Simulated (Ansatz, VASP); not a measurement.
# C: VASP beside Ansatz

```
C
1.0
     2.43974    0.00000    0.00000
    -1.21987    2.11288    0.00000
     0.00000    0.00000   23.97198
C
4
Direct
  0.66667 0.33333 0.57048
  0.33333 0.66667 0.42952
  0.00000 0.00000 0.42953
  0.00000 0.00000 0.57047
```

Change from the starting cell: volume scaled by 0.98.

Alike in both runs: task single point; functional PBE; k mesh 12 × 12 × 2; occupations fermi-dirac, width 0.05 eV; no spin polarisation.

|  | VASP | Ansatz |
| --- | --- | --- |
| version | VASP 6.6.1 | Ansatz 0.2.0 |
| potentials or method | VASP PAW PBE potentials, release 64 (C) | Ansatz PAW |
| plane-wave cutoff (eV) | 520 | 420 |
| valence electrons in the cell | 16 | 16 |

```tsv
	VASP	Ansatz	Ansatz less VASP
gap on the k mesh at the Fermi level (eV)	none	none	-
rms of the force components (eV/Å)	0.028	0.028	-0.0002
```

Atom by atom the forces differ by 0.000 eV/Å (rms over components). A gap of «none» marks a metal or a gap that the smearing closes.
